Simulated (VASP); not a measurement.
## RbBr: single point with LDA

RbBr:

```xyz
2
Lattice="0.0000 3.4902 3.4902 3.4902 0.0000 3.4902 3.4902 3.4902 0.0000" Properties=species:S:1:pos:R:3 pbc="T T T"
Rb    0.0000    0.0000    0.0000
Br    3.4902    3.4902    3.4902
```

The cell is a database's computed one.

The cell isn't the ideal one: volume scaled by 1.03.

```
Program             : VASP 6.6.1
Task                : single point
Functional          : LDA
Potentials or basis : VASP PAW LDA potentials, release 64 (Rb_sv, Br)
Cutoff              : 520 eV
k mesh              : 6 × 6 × 6
Occupations         : fermi-dirac, width 0.03 eV
Spin                : no spin polarisation
```

```
Pressure               : -1.7 GPa
Band gap on the k mesh : 3.83 eV, direct
```

Levels at points of the mesh, in eV from the valence-band top:
| k point | band 6 | band 7 | band 8 | band 9 | band 10 | band 11 |
| --- | --- | --- | --- | --- | --- | --- |
| (0.00, 0.00, 0.00) | 0.00 | 0.00 | 0.00 | 3.83 | 7.01 | 7.01 |
| (0.50, 0.00, 0.00) | -0.96 | -0.33 | -0.33 | 6.33 | 7.21 | 9.10 |
| (0.50, 0.50, 0.00) | -0.49 | -0.16 | -0.16 | 5.35 | 6.59 | 8.55 |

It took 15 s on 1 thread of Intel(R) Xeon(R) Platinum 8488C (Sapphire Rapids), on a shared host, peak memory 0.19 GiB.
